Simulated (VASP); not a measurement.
# SiO2 (Cristobalite) (P4_12_12) in VASP: further runs, part 2 of 3

VASP 6.6.1. Earlier steps stand in the parts before.

## 3. Dielectric tensor, PBEsol

The input, INCAR:

```
PREC = Accurate
ENCUT = 520
EDIFF = 1E-8
ISMEAR = 0
SIGMA = 0.02
LREAL = F
LASPH = T
NELM = 80
ALGO = Normal
ISIF = 2
LWAVE = F
LCHARG = F
GGA = PS
LEPSILON = T
```

The input, KPOINTS:

```
Automatic mesh
0
Gamma
  5 5 3
```

The input, POSCAR:

```
SiO2
1.0
    4.9820000000      0.0000000000      0.0000000000
    0.0000000000      4.9820000000      0.0000000000
    0.0000000000      0.0000000000      6.9630000000
Si O
4 8
Direct
    0.7989700000      0.2010300000      0.7500000000
    0.7010300000      0.7010300000      0.5000000000
    0.2010300000      0.7989700000      0.2500000000
    0.2989700000      0.2989700000      0.0000000000
    0.1034700000      0.2398900000      0.8218700000
    0.2601100000      0.6034700000      0.0718700000
    0.8965300000      0.7601100000      0.3218700000
    0.7398900000      0.3965300000      0.5718700000
    0.6034700000      0.2601100000      0.9281300000
    0.7601100000      0.8965300000      0.6781300000
    0.3965300000      0.7398900000      0.4281300000
    0.2398900000      0.1034700000      0.1781300000
```

Potentials or basis: VASP PAW PBE potentials, release 64 (Si, O).

On the command line:

```
cat potpaw_PBE.64/Si/POTCAR potpaw_PBE.64/O/POTCAR > POTCAR
mpirun -np 1 vasp_std > vasp.out
```

OUTCAR:

```text
PREC = Accurate
   ENCUT = 520
   EDIFF = 1E-8
   ISMEAR = 0
   LREAL = F
   LASPH = T
   NELM = 80
   ISIF = 2
   GGA = PS
   LEPSILON = T

 ion  position               nearest neighbor table
   1  0.799  0.201  0.750-   8 1.60   9 1.60   5 1.61  10 1.61   2 3.08   4 3.08   2 3.08   4 3.08

   2  0.701  0.701  0.500-   7 1.60  10 1.60   8 1.61  11 1.61   1 3.08   3 3.08   1 3.08   3 3.08

   3  0.201  0.799  0.250-   6 1.60  11 1.60   7 1.61  12 1.61   2 3.08   4 3.08   4 3.08   2 3.08

   4  0.299  0.299  0.000-   5 1.60  12 1.60   9 1.61   6 1.61   1 3.08   3 3.08   3 3.08   1 3.08

   5  0.103  0.240  0.822-   4 1.60   1 1.61
   6  0.260  0.603  0.072-   3 1.60   4 1.61
   7  0.897  0.760  0.322-   2 1.60   3 1.61
   8  0.740  0.397  0.572-   1 1.60   2 1.61
   9  0.603  0.260  0.928-   1 1.60   4 1.61
  10  0.760  0.897  0.678-   2 1.60   1 1.61
  11  0.397  0.740  0.428-   3 1.60   2 1.61
  12  0.240  0.103  0.178-   4 1.60   3 1.61

  LATTYP: Found a simple tetragonal cell.
 ALAT       =     4.9820000000
 C/A-ratio  =     1.3976314733

  Lattice vectors:

 A1 = (   4.9820000000,   0.0000000000,   0.0000000000)
 A2 = (   0.0000000000,   4.9820000000,   0.0000000000)
 A3 = (   0.0000000000,   0.0000000000,   6.9630000000)

Analysis of symmetry for initial positions (statically):
=====================================================================
 Subroutine PRICEL returns:
 Original cell was already a primitive cell.

 Routine SETGRP: Setting up the symmetry group for a
 simple tetragonal supercell.
[... 764 lines left out ...]
     0.00000  0.00002  0.00000
    -0.00000  0.00000 -0.00004

 MACROSCOPIC STATIC DIELECTRIC TENSOR (including local field effects in DFT)
 ------------------------------------------------------
           2.264622     0.000000     0.000000
           0.000000     2.264622    -0.000000
           0.000000     0.000000     2.254913
 ------------------------------------------------------

 PIEZOELECTRIC TENSOR (including local field effects)  for field in x, y, z        (e  Angst)
          XX          YY          ZZ          XY          YZ          ZX
  --------------------------------------------------------------------------------
  x     0.00000     0.00000     0.00000     0.00000     0.22513     0.00000
  y     0.00000     0.00000     0.00000     0.00000     0.00000    -0.22513
  z     0.00000     0.00000     0.00000     0.00000     0.00000    -0.00000

 PIEZOELECTRIC TENSOR (including local field effects)  for field in x, y, z        (C/m^2)
          XX          YY          ZZ          XY          YZ          ZX
  --------------------------------------------------------------------------------
  x     0.00000     0.00000     0.00000     0.00000     0.02087     0.00000
  y     0.00000     0.00000     0.00000     0.00000     0.00000    -0.02087
  z     0.00000     0.00000     0.00000     0.00000     0.00000    -0.00000

 BORN EFFECTIVE CHARGES (including local field effects) (in |e|, cummulative output)
 ---------------------------------------------------------------------------------
 ion    1
    1     3.31307    -0.01857    -0.18167
    2    -0.01857     3.31307    -0.18167
    3     0.33607     0.33607     3.27573
 ion    2
    1     3.31307     0.01857    -0.18167
    2     0.01857     3.31307     0.18167
    3     0.33607    -0.33607     3.27573
 ion    3
    1     3.31307    -0.01857     0.18167
    2    -0.01857     3.31307     0.18167
    3    -0.33607    -0.33607     3.27573
 ion    4
    1     3.31307     0.01857     0.18167
    2     0.01857     3.31307    -0.18167
    3    -0.33607     0.33607     3.27573
 ion    5
[... 16 lines left out ...]
    1    -2.27527     0.20784     0.80797
    2     0.14975    -1.03780    -0.06349
    3     0.79907    -0.20051    -1.63786
 ion   10
    1    -1.03780    -0.14975    -0.06349
    2    -0.20784    -2.27527    -0.80797
    3    -0.20051    -0.79907    -1.63786
 ion   11
    1    -2.27527     0.20784    -0.80797
    2     0.14975    -1.03780     0.06349
    3    -0.79907     0.20051    -1.63786
 ion   12
    1    -1.03780    -0.14975     0.06349
    2    -0.20784    -2.27527     0.80797
    3     0.20051     0.79907    -1.63786
```

OSZICAR:

```text
N       E                     dE             d eps       ncg     rms          rms(c)
DAV:   1     0.448150935536E+03    0.44815E+03   -0.33372E+04   936   0.149E+03
DAV:   2    -0.751373385226E+02   -0.52329E+03   -0.51014E+03  1210   0.345E+02
DAV:   3    -0.110222811156E+03   -0.35085E+02   -0.34962E+02  1104   0.996E+01
[... 12 lines left out ...]
RMM:  10    -0.653970294894E+00    0.48668E-05   -0.90637E-06  1929   0.218E-03    0.270E-04
RMM:  11    -0.653975522077E+00   -0.52272E-05   -0.76133E-06  1929   0.124E-03    0.263E-04
RMM:  12    -0.653975469931E+00    0.52146E-07   -0.79814E-06  1854   0.994E-04    0.798E-05
RMM:  13    -0.653975757780E+00   -0.28785E-06   -0.41655E-06  1793   0.904E-04    0.189E-05
RMM:  14    -0.653975333554E+00    0.42423E-06   -0.51449E-06  1709   0.886E-04    0.194E-05
RMM:  15    -0.653975435425E+00   -0.10187E-06   -0.75732E-06  1458   0.867E-04    0.271E-06
```

stdout:

```text
POSCAR found type information on POSCAR SiO
 POSCAR found :  2 types and      12 ions
 scaLAPACK will be used
 -----------------------------------------------------------------------------
|                                                                             |
|                                                                             |
|     You enforced a specific xc type in the INCAR file but a different       |
[... 28 lines left out ...]
  Direction:   1
 dielectric tensor                  component  1 :     2.265    -0.003    -0.005
 Linear response to external field, progress :
  Direction:   2
 dielectric tensor                  component  2 :    -0.003     2.265    -0.007
 Linear response to external field, progress :
  Direction:   3
 dielectric tensor                  component  3 :    -0.016    -0.003     2.255
 Born effective charges drift removed
```

Run time: 30 min. Hardware: 1 thread of Intel Xeon Platinum 8175M at 2.50GHz (Skylake/Cascade Lake), shared host; peak memory 0.55 GiB.

Results:

```
Band gap on the k mesh                  : 5.71 eV, direct
Electronic dielectric tensor (diagonal) : 2.26, 2.26, 2.25
Born charges (mean of the diagonal)     : Si +3.30; O -1.65 e
```

Electronic dielectric tensor:
```
2.26 0.00 0.00
0.00 2.26 0.00
0.00 0.00 2.25
```

Born effective charge tensors (e):
atom 1, Si
```
 3.31 -0.02 -0.18
-0.02  3.31 -0.18
 0.34  0.34  3.28
```
atom 2, Si
```
 3.31  0.02 -0.18
 0.02  3.31  0.18
 0.34 -0.34  3.28
```
atom 3, Si
```
 3.31 -0.02  0.18
-0.02  3.31  0.18
-0.34 -0.34  3.28
```
atom 4, Si
```
 3.31  0.02  0.18
 0.02  3.31 -0.18
-0.34  0.34  3.28
```
atom 5, O
```
-2.28 -0.21 -0.81
-0.15 -1.04 -0.06
-0.80 -0.20 -1.64
```
atom 6, O
```
-1.04  0.15  0.06
 0.21 -2.28 -0.81
 0.20 -0.80 -1.64
```
atom 7, O
```
-2.28 -0.21  0.81
-0.15 -1.04  0.06
 0.80  0.20 -1.64
```
atom 8, O
```
-1.04  0.15 -0.06
 0.21 -2.28  0.81
-0.20  0.80 -1.64
```
atom 9, O
```
-2.28  0.21  0.81
 0.15 -1.04 -0.06
 0.80 -0.20 -1.64
```
atom 10, O
```
-1.04 -0.15 -0.06
-0.21 -2.28 -0.81
-0.20 -0.80 -1.64
```
atom 11, O
```
-2.28  0.21 -0.81
 0.15 -1.04  0.06
-0.80  0.20 -1.64
```
atom 12, O
```
-1.04 -0.15  0.06
-0.21 -2.28  0.81
 0.20  0.80 -1.64
```

Caveat: the PAW data sets were made with another functional, which shifts forces and pressure a little; an odd mesh through Γ misses points on the zone boundary, where band edges often lie.

## 4. Optical spectrum, PBEsol

The input, INCAR:

```
PREC = Accurate
ENCUT = 520
EDIFF = 1E-6
ISMEAR = 0
SIGMA = 0.02
LREAL = False
LASPH = True
NELM = 60
ALGO = Normal
ISIF = 2
LWAVE = False
LCHARG = False
GGA = PS
LOPTICS = True
NBANDS = 56
NEDOS = 2000
CSHIFT = 0.05
```

The input, KPOINTS:

```
regular mesh
0
Gamma
  5 5 3
```

POSCAR is that of step 3.

Potentials or basis: VASP PAW PBE potentials, release 64 (Si, O).

On the command line:

```
cat potpaw_PBE.64/Si/POTCAR potpaw_PBE.64/O/POTCAR > POTCAR
mpirun -np 1 vasp_std > vasp.out
```

OUTCAR:

```text
PREC = Accurate
   ENCUT = 520
   EDIFF = 1E-6
   ISMEAR = 0
   LREAL = False
   LASPH = True
   NELM = 60
   ISIF = 2
   GGA = PS

 ion  position               nearest neighbor table
   1  0.799  0.201  0.750-   8 1.60   9 1.60   5 1.61  10 1.61   2 3.08   4 3.08   2 3.08   4 3.08
[... 940 lines left out ...]
     0.84112     2.07963     2.07963     2.10142     0.00000    -0.00000    -0.00000
     1.26169     2.08684     2.08684     2.10878     0.00000    -0.00000    -0.00000
     1.68225     2.09713     2.09713     2.11927     0.00000    -0.00000    -0.00000
     2.10281     2.11072     2.11072     2.13313     0.00000    -0.00000    -0.00000
[... 92 lines left out ...]
    41.21509     0.87549     0.87549     0.87427     0.00000    -0.00000     0.00000
    41.63565     0.87844     0.87844     0.87724     0.00000    -0.00000     0.00000

  frequency dependent IMAGINARY DIELECTRIC FUNCTION (independent particle, no local field effects) current-current
     E(ev)      X         Y         Z        XY        YZ        ZX
  --------------------------------------------------------------------------------------------------------------
     0.00000     5.10715     5.10715     5.21026     0.00000    -0.00000     0.00000
     0.42056     0.25603     0.25603     0.26120     0.00000    -0.00000     0.00000
     0.84112     0.12903     0.12903     0.13164     0.00000    -0.00000     0.00000
     1.26169     0.08718     0.08718     0.08894     0.00000    -0.00000     0.00000
     1.68225     0.06663     0.06663     0.06798     0.00000    -0.00000     0.00000
     2.10281     0.05464     0.05464     0.05574     0.00000    -0.00000     0.00000
[... 92 lines left out ...]
    41.21509     0.00005     0.00005     0.00006     0.00000     0.00000    -0.00000
    41.63565     0.00005     0.00005     0.00005     0.00000     0.00000    -0.00000

  frequency dependent      REAL DIELECTRIC FUNCTION (independent particle, no local field effects) current-current
     E(ev)        X           Y           Z          XY          YZ          ZX
  --------------------------------------------------------------------------------------------------------------
     0.00000     2.07385     2.07385     2.09553    -0.00000    -0.00000     0.00000
     0.42056     2.07526     2.07526     2.09697    -0.00000    -0.00000     0.00000
     0.84112     2.07953     2.07953     2.10133    -0.00000    -0.00000     0.00000
     1.26169     2.08674     2.08674     2.10868    -0.00000    -0.00000     0.00000
     1.68225     2.09704     2.09704     2.11918    -0.00000    -0.00000     0.00000
     2.10281     2.11063     2.11063     2.13303    -0.00000    -0.00000     0.00000
[... 92 lines left out ...]
    41.21509     0.87550     0.87550     0.87427     0.00000     0.00000    -0.00000
    41.63565     0.87844     0.87844     0.87724     0.00000     0.00000    -0.00000
```

stdout:

```text
POSCAR found type information on POSCAR SiO
 POSCAR found :  2 types and      12 ions
 scaLAPACK will be used
 -----------------------------------------------------------------------------
|                                                                             |
|                                                                             |
|     You enforced a specific xc type in the INCAR file but a different       |
|     I HOPE YOU KNOW WHAT YOU ARE DOING!                                     |
|                                                                             |
 -----------------------------------------------------------------------------

 LDA part: xc-table for (Slater+PW92), standard interpolation
 POSCAR, INCAR and KPOINTS ok, starting setup
 FFT: planning ... GRIDC
 FFT: planning ... GRID_SOFT
 FFT: planning ... GRID
 WAVECAR not read
 entering main loop
 optical routines
 imaginary and real dielectric function
 recalculating local potential from charge density
 direction            1
 direction            2
 direction            3
```

Run time: 3.3 min. Hardware: 1 thread of Intel Xeon Platinum 8175M at 2.50GHz (Skylake/Cascade Lake), shared host; peak memory 0.4 GiB.

Results:

| Item | Value |
| --- | --- |
| Free energy | -98.6251 eV |
| Pressure | 4.5 GPa |
| Largest force | 0.321 eV/Å |
| Band gap on the k mesh | 5.71 eV, direct |

Forces on the atoms (eV/Å):
```
Si   0.114 -0.114  0.000
Si  -0.114 -0.114  0.000
Si  -0.114  0.114  0.000
Si   0.114  0.114  0.000
O    0.039 -0.069 -0.311
O    0.069  0.039 -0.311
O   -0.039  0.069 -0.311
O   -0.069 -0.039 -0.311
O    0.039  0.069  0.311
O    0.069 -0.039  0.311
O   -0.039 -0.069  0.311
O   -0.069  0.039  0.311
```

Stress tensor (GPa, compression positive):
```
4.29 0.00 0.00
0.00 4.29 0.00
0.00 0.00 4.93
```

Levels at points of the mesh, in eV from the valence-band top:
| k point | band 30 | band 31 | band 32 | band 33 | band 34 | band 35 |
| --- | --- | --- | --- | --- | --- | --- |
| (0.00, 0.00, 0.00) | -0.26 | -0.26 | 0.00 | 5.71 | 8.76 | 8.76 |

Dielectric function (mean over the directions given):
| energy (eV) | real part | imaginary part |
| --- | --- | --- |
| 0.25 | 2.08 | 0.00 |
| 1.26 | 2.09 | 0.00 |
| 2.27 | 2.12 | 0.00 |
| 3.28 | 2.18 | 0.00 |
| 4.37 | 2.27 | 0.01 |
| 5.38 | 2.40 | 0.01 |
| 6.39 | 2.64 | 0.02 |
| 7.49 | 3.25 | 0.26 |
| 8.50 | 3.34 | 1.21 |
| 9.50 | 3.25 | 2.49 |
| 10.60 | 1.89 | 2.58 |
| 11.61 | 1.61 | 2.21 |
| 12.62 | 1.06 | 1.83 |
| 13.71 | 1.21 | 2.05 |
| 14.72 | 1.04 | 2.23 |
| 15.73 | -0.42 | 2.09 |
| 16.82 | -0.28 | 1.24 |
| 17.83 | 0.05 | 0.86 |
| 18.84 | -0.29 | 0.61 |
| 19.93 | -0.05 | 0.44 |

Caveat: spectra need much finer meshes, so this one isn't converged; independent-particle spectra lack excitons; the PAW data sets were made with another functional, which shifts forces and pressure a little; an odd mesh through Γ misses points on the zone boundary, where band edges often lie.

## 5. Density of states, PBEsol

POSCAR is that of step 4.

The input, INCAR.step1:

```
ALGO     = Normal         # electronic algorithm
EDIFF    = 1E-6           # SCF threshold, eV
ENCUT    = 520            # plane-wave cutoff, eV
GGA      = PS             # functional
ISIF     = 2              # what is computed and relaxed
ISMEAR   = 0              # smearing method
LASPH    = True           # aspherical terms in the spheres
LCHARG   = True           # write CHGCAR
LREAL    = False          # projectors in reciprocal space
LWAVE    = False          # write WAVECAR
NBANDS   = 44             # bands
NELM     = 100            # most SCF steps
PREC     = Accurate       # precision mode
SIGMA    = 0.02           # smearing width, eV
```

The input, KPOINTS.step1:

```
k-points
0
Gamma
  5 5 3
```

The input, INCAR.step2:

```
ALGO     = Normal         # electronic algorithm
EDIFF    = 1E-6           # SCF threshold, eV
ENCUT    = 520            # plane-wave cutoff, eV
GGA      = PS             # functional
ICHARG   = 11             # starting density
ISIF     = 2              # what is computed and relaxed
ISMEAR   = -5             # smearing method
LASPH    = True           # aspherical terms in the spheres
LCHARG   = False          # write CHGCAR
LORBIT   = 10             # projections on sites
LREAL    = False          # projectors in reciprocal space
LWAVE    = False          # write WAVECAR
NBANDS   = 44             # bands
NEDOS    = 2001           # points of the DOS
NELM     = 100            # most SCF steps
PREC     = Accurate       # precision mode
SIGMA    = 0.02           # smearing width, eV
```

The input, KPOINTS.step2:

```
k-points
0
Gamma
  8 8 5
```

On the command line:

```
cat potpaw_PBE.64/Si/POTCAR potpaw_PBE.64/O/POTCAR > POTCAR
cp INCAR.step1 INCAR
cp KPOINTS.step1 KPOINTS
mpirun -np 1 vasp_std > vasp.out
cp INCAR.step2 INCAR
cp KPOINTS.step2 KPOINTS
mpirun -np 1 vasp_std > vasp.out
```

Wall time 8 min (1 thread of Intel Xeon Platinum 8175M at 2.50GHz (Skylake/Cascade Lake), shared host); peak memory 0.4 GiB.

The run converged. Its results:

- Valence electrons inside the program's atomic spheres: Si 1.68; O 5.25

Levels at points of the mesh, in eV from the valence-band top:
```csv
k point,band 30,band 31,band 32,band 33,band 34,band 35
"(0.00, 0.00, 0.00)",-0.26,-0.26,0.00,5.71,8.76,8.76
"(0.50, 0.00, 0.00)",-0.66,-0.47,-0.47,7.75,7.75,9.21
"(0.50, 0.50, 0.00)",-0.61,-0.56,-0.56,8.70,8.70,8.84
```

States per cell in windows of 1 eV (zero at the valence-band top; states under -8 eV left out):
```
from (eV)  total  O5_p  O6_p  O7_p  O8_p  O9_p  O10_p
     -8.0   1.50  0.09  0.09  0.09  0.09  0.09   0.09
     -7.0   3.23  0.22  0.22  0.22  0.22  0.22   0.22
     -6.0   8.03  0.60  0.60  0.60  0.60  0.60   0.60
     -5.0   0.00  0.00  0.00  0.00  0.00  0.00   0.00
     -4.0   3.13  0.21  0.21  0.21  0.21  0.21   0.21
     -3.0   9.95  0.74  0.74  0.74  0.74  0.74   0.74
     -2.0   9.62  0.79  0.79  0.79  0.79  0.79   0.79
     -1.0   9.37  0.84  0.84  0.84  0.84  0.84   0.84
      0.0   0.00  0.00  0.00  0.00  0.00  0.00   0.00
      1.0   0.00  0.00  0.00  0.00  0.00  0.00   0.00
      2.0   0.00  0.00  0.00  0.00  0.00  0.00   0.00
      3.0   0.00  0.00  0.00  0.00  0.00  0.00   0.00
      4.0   0.00  0.00  0.00  0.00  0.00  0.00   0.00
      5.0   0.04  0.00  0.00  0.00  0.00  0.00   0.00
      6.0   0.57  0.00  0.00  0.00  0.00  0.00   0.00
      7.0   1.23  0.02  0.02  0.02  0.02  0.02   0.02
```

Caveat: the PAW data sets were made with another functional, which shifts forces and pressure a little.

[end of part 2 of 3]
